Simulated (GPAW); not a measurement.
# SnO (P4/nmm) in GPAW: a series of runs, part 2 of 2

GPAW 26.7.0. Earlier steps stand in the parts before.

## 4. Dielectric tensor, PBE

This run uses another cell than the first one, of 18.84 Å³/atom, 1.104 times its volume.

run.py reads:

```python
import numpy as np
from ase import Atoms
from ase.dft.bandgap import bandgap
from ase.io import write
from gpaw import GPAW, PW
from gpaw.response.df import DielectricFunction

atoms = Atoms(['Sn', 'Sn', 'O', 'O'],
              cell=[[3.8884925471, 0.0, 0.0],
                    [0.0, 3.8884925471, 0.0],
                    [0.0, 0.0, 4.9827594627]],
              scaled_positions=[[0.5, 0.0, 0.76462614],
                                [0.0, 0.5, 0.23537386],
                                [0.0, 0.0, 0.0],
                                [0.5, 0.5, 0.0]],
              pbc=True)

calc = GPAW(mode=PW(600),
            xc='PBE',
            kpts={'size': (6, 6, 5), 'gamma': True},
            occupations={'name': 'fermi-dirac', 'width': 0.001},
            nbands=33,
            convergence={'density': 1e-06},
            maxiter=150,
            txt='gpaw.txt')
atoms.calc = calc
energy = atoms.get_potential_energy()
calc.write('gs.gpw')
write('result.traj', atoms)
print(f'Energy: {energy:.6f} eV')
print('Fermi level:', round(calc.get_fermi_level(), 4), 'eV')
print(f'Gap: {bandgap(calc)[0]:.4f} eV, direct: {bandgap(calc, direct=True)[0]:.4f} eV')

for size in [(6, 6, 5)]:
    name = 'x'.join(str(n) for n in size)
    dense = calc.fixed_density(kpts={'size': size, 'gamma': True},
                               nbands=66, convergence={'bands': 60, 'eigenstates': 1e-7},
                               update_fermi_level=True, txt=f'dense-{name}.txt')
    dense.write(f'{name}.gpw', mode='all')
    df = DielectricFunction(f'{name}.gpw', frequencies=np.array([0.0]), hilbert=False, eta=0.001,
                            ecut=80, nbands=60, intraband=False, txt=f'df-{name}.txt')
    for xc in ['RPA']:
        for direction in ['x', 'y', 'z', [0, 1, 1], [1, 0, 1], [1, 1, 0]]:
            e0, e = df.get_macroscopic_dielectric_constant(xc=xc, direction=direction)
            print(f'{name} {xc} {direction}: {e0:.4f} without, {e:.4f} with local fields')
```

Potentials or basis: GPAW PAW data sets (gpaw-data 1.2.1), pw.

On the command line:

```sh
$ OMP_NUM_THREADS=1 python run.py
```

gpaw.txt:

```text
__  _  _
 | _ |_)|_||  |
 |__||  | ||/\| - 26.7.0

Input parameters:
  mode=PW(ecut=600.0),
  convergence={'density': 1e-06},
  kpts=MonkhorstPack(size=(6, 6, 5), gamma=True),
  maxiter=150,
  nbands=33,
  occupations=Occupations(name='fermi-dirac', width=0.001),
  xc=XC(name='PBE')

Diagonalizing LCAO Hamiltonian
Converting LCAO to pw mode
   .---------.
  /|         |
 * |         |
 | |  Sn     |
 | |         |
 | |         |
 |Sn---------.
 |/    O    /
 O---------*

Atoms  # Å, Bohr magnetons
|   | symbol |        x |        y |        z |    initial magnetic moments |
|---|--------|----------|----------|----------|-----------------------------|
| 0 |     Sn | 1.944246 | 0.000000 | 3.809948 | ( 0.0000,  0.0000,  0.0000) |
| 1 |     Sn | 0.000000 | 1.944246 | 1.172811 | ( 0.0000,  0.0000,  0.0000) |
| 2 |      O | 0.000000 | 0.000000 | 0.000000 | ( 0.0000,  0.0000,  0.0000) |
| 3 |      O | 1.944246 | 1.944246 | 0.000000 | ( 0.0000,  0.0000,  0.0000) |

Unit cell  # Å
| periodic |        x |        y |        z |  lengths |    angles |
|----------|----------|----------|----------|----------|-----------|
|      yes | 3.888493 | 0.000000 | 0.000000 | 3.888493 | 90.000000 |
|      yes | 0.000000 | 3.888493 | 0.000000 | 3.888493 | 90.000000 |
|      yes | 0.000000 | 0.000000 | 4.982759 | 4.982759 | 90.000000 |

Number of symmetries: 8
Symmetry operations  # r_c * U_cc + t_c -> r_c
|   | kind |            matrix            |
|---|------|------------------------------|
| 0 |  E   |  1, 0, 0,  0, 1, 0,  0, 0, 1 |
| 1 |  σ   |  1, 0, 0,  0,-1, 0,  0, 0, 1 |
| 2 |  C2  |  0, 1, 0,  1, 0, 0,  0, 0,-1 |
| 3 |  S4  |  0, 1, 0, -1, 0, 0,  0, 0,-1 |
| 4 |  S4  |  0,-1, 0,  1, 0, 0,  0, 0,-1 |
| 5 |  C2  |  0,-1, 0, -1, 0, 0,  0, 0,-1 |
| 6 |  σ   | -1, 0, 0,  0, 1, 0,  0, 0, 1 |
| 7 |  C2  | -1, 0, 0,  0,-1, 0,  0, 0, 1 |

BZ-sampling:
  Number of BZ points: 180
  Number of IBZ points: 30

  Monkhorst-Pack size: [6, 6, 5]
  Monkhorst-Pack shift: [0.08333333333333333, 0.08333333333333333, 0.0]

K-points  # in reciprocal-cell coordinates
|     |                                coordinates |     weight |
|-----|--------------------------------------------|------------|
|   0 | (  0.00000000,   0.00000000,   0.00000000) | 0.00555556 |
|   1 | (  0.00000000,   0.00000000,   0.20000000) | 0.01111111 |
|   2 | (  0.00000000,   0.00000000,   0.40000000) | 0.01111111 |
|   3 | (  0.16666667,   0.00000000,   0.00000000) | 0.02222222 |
|   4 | (  0.16666667,   0.00000000,   0.20000000) | 0.04444444 |
|   5 | (  0.16666667,   0.00000000,   0.40000000) | 0.04444444 |
|   6 | (  0.16666667,   0.16666667,   0.00000000) | 0.02222222 |
|   7 | (  0.16666667,   0.16666667,   0.20000000) | 0.04444444 |
|   8 | (  0.16666667,   0.16666667,   0.40000000) | 0.04444444 |
|   9 | (  0.33333333,   0.00000000,   0.00000000) | 0.02222222 |
| ... |                                            |            |
|  29 | (  0.50000000,   0.50000000,   0.40000000) | 0.01111111 |

Plane wave coefficients: 2540
Cutoff: 600.0 eV

Spin-components: 1 (collinear spins)
Bands:           33
Projectors:      22
Spin-degeneracy: 2
Datatype:        complex128

Parallelization:
  kpt:    1
  domain: 1
  band:   1

Density:
  Valence electrons: 40.0
  Components: 1
  Grid points: [24 24 30]
  Charge: 0.0  # |e|

Potential:
  Grid points: [24 24 30]

species:
  Sn:
    name:    Tin
    Z:       50.0
    valence: 14
    core:    36
    charge:  0.0  # [|e|]
    compensation charges:
      type: gauss
      rc: 0.38  # [Å]
      lmax: 2
    cutoffs:
      filter: 2.23  # [Å]
      core: 2.35  # [Å]
    projectors
    | kind |    occ | energy [eV] | rcut [Å] |
    |------|--------|-------------|----------|
    |   5s |  2.000 |     -10.538 |    1.201 |
    |   5p |  2.000 |      -3.696 |    1.270 |
    |   4d | 10.000 |     -25.845 |    1.185 |
    |    s |        |      16.674 |    1.201 |
    |    p |        |      23.515 |    1.270 |
    |    d |        |       1.367 |    1.185 |

    Using partial waves for Sn as LCAO basis

  O:
    name:    Oxygen
    Z:       8.0
    valence: 6
    core:    2
    charge:  0.0  # [|e|]
    compensation charges:
      type: gauss
      rc: 0.21  # [Å]
      lmax: 2
    cutoffs:
      filter: 1.17  # [Å]
      core: 0.83  # [Å]
    projectors
    | kind |    occ | energy [eV] | rcut [Å] |
    |------|--------|-------------|----------|
    |   2s |  2.000 |     -23.961 |    0.688 |
    |   2p |  4.000 |      -9.029 |    0.598 |
    |    s |        |       3.251 |    0.688 |
    |    p |        |      18.182 |    0.598 |
    |    d |        |       0.000 |    0.619 |

    Using partial waves for O as LCAO basis

Reference energy: -340103.091216  # eV

eigensolver:
  PPCG
  Converge bands: occupied
  niter=2

density mixing:
  MSR1-Mixer
  Pratt-step length: 0.05
  Maximum mixing coefficient: 0.75
  Old densities: 10
  SVD Regularization: 0.005
  Good broyden scale: 1.0
  Trust region scale: 1.0
  Backstep threshold: 4.0
  History deletion threshold: 6.0
  Fourier metric: weight=20.0, sigma=0.015

occupation numbers:
  Fermi-Dirac:
    width: 0.0010  # eV

poisson solver:
  ecut: 4800.0  # eV

xc functional:
  name: PBE with 2 nearest neighbor stencil

convergence criteria:
- Maximum integral of absolute [dens]ity change: 1e-06 electrons / valence electron
- Maximum [total energy] change in last 3 cyles: 0.0005 eV / valence electron
- Maximum integral of absolute [eigenst]ate change: 4e-08 eV^2 / valence electron
maximum number of iterations: 150

SCF iterations
|iter     | |      energy | eigst |  dens |
|---------|-|-------------|-------|-------|
|iter:   1| |  -26.810825 | +0.00 |       |
|iter:   2| |  -25.711963 | -1.56 | -1.00 |
|iter:   3| |  -23.479840 | -0.97 | -1.06 |
|iter:   4| |  -23.455654 | -2.93 | -1.54 |
|iter:   5| |  -23.454275 | -2.97 | -1.76 |
|iter:   6| |  -23.454759c| -4.23 | -2.58 |
|iter:   7| |  -23.454873c| -5.44 | -3.13 |
|iter:   8| |  -23.454881c| -5.97 | -3.68 |
|iter:   9| |  -23.454876c| -6.61 | -3.96 |
|iter:  10| |  -23.454877c| -8.24c| -4.64 |
|iter:  11| |  -23.454877c| -8.19c| -5.01 |
|iter:  12| |  -23.454877c| -8.61c| -5.65 |
|iter:  13| |  -23.454877c| -9.26c| -6.49c|

Converged in 13 steps
Energy contributions relative to reference atoms: (reference = -340103.091216)

Energy contributions:
  Kinetic:          27.200821
  Coulomb:         -27.445252
  Zero:              0.113538
  External:          0.000000
  Xc:              -23.323984
  Entropy:          -0.000000
  Spinorbit:         0.000000
  ----------------------------
  Free energy:     -23.454877
  Extrapolated:    -23.454877

dipole moment: (-24.016721, -24.016721, -28.033274)  # |e|*Ang

Fermi level: 5.853
Eigenvalues  # (at kpt = [0.000, 0.000, 0.000])
| band index |      eig [eV] | occ [0-2] |
|------------|---------------|-----------|
|          0 |       -15.860 |     2.000 |
|        ... |               |           |
|         12 |        -1.358 |     2.000 |
|         13 |        -0.479 |     2.000 |
|         14 |         0.155 |     2.000 |
|         15 |         0.155 |     2.000 |
|         16 |         2.771 |     2.000 |
|         17 |         3.051 |     2.000 |
[... 8 lines left out ...]
|         26 |        12.638 |     0.000 |
|         27 |        13.163 |     0.000 |
|        ... |               |           |
|         32 |        20.927 |     0.000 |

Gap: 0.352 eV
Transition (v -> c):
  (s=0, k=0, n=19, [0.00, 0.00, 0.00]) -> (s=0, k=27, n=20, [0.50, 0.50, 0.00])
Direct/indirect transitions are different
Direct gap: 1.962 eV
Transition at: (s=0, k=0, n=19, [0.00, 0.00, 0.00])
# Writing to gs.gpw (mode='')
```

Run time: 5.6 min. Hardware: 1 thread of Intel Xeon at 2.50GHz (Skylake/Cascade Lake), shared host; peak memory 0.47 GiB.

Results:

| Property | Result |
| --- | --- |
| Free energy | -23.4549 eV |
| Band gap on the k mesh | 0.35 eV, indirect (least direct gap 1.96 eV) |
| Electronic dielectric tensor (diagonal) | 7.25, 7.25, 6.58 |

Electronic dielectric tensor:
```
7.25 0.00 0.00
0.00 7.25 0.00
0.00 0.00 6.58
```

Caveat: the gap is small at this level, which inflates the dielectric constant; the long-wavelength limit can be off by a per cent or two; spin-orbit coupling is left out, which moves the levels of the heavy elements; an odd mesh through Γ misses points on the zone boundary, where band edges often lie.

## 5. Overview

```csv
level,potentials or basis,cell,cutoff (eV),response k mesh,coarser k mesh,gap on the mesh (eV)
PBE,"GPAW PAW data sets (gpaw-data 1.2.1), pw","P4/nmm, 17.06 Å³/atom",600,6 × 6 × 5,6 × 6 × 5,none
RPBE,"the program's PAW data sets (release 1.2.1) made for this functional, pw","P4/nmm, 17.77 Å³/atom",550,7 × 7 × 6,7 × 7 × 6,0.14
PBE,"GPAW PAW data sets (gpaw-data 1.2.1), pw","P4/nmm, 18.84 Å³/atom",600,6 × 6 × 5,6 × 6 × 5,0.35
```

Alike in all rows: task dielectric tensor; no spin polarisation; k mesh 6 × 6 × 5; smearing fermi-dirac 0.001 eV.

Caveats: the long-wavelength limit can be off by a per cent or two; the gap is small at this level, which inflates the dielectric constant (some runs); spin-orbit coupling is left out, which moves the levels of the heavy elements (some runs); an odd mesh through Γ misses points on the zone boundary, where band edges often lie (some runs).

Total energies depend on the potentials used, so only differences within one code and one set of settings carry meaning.
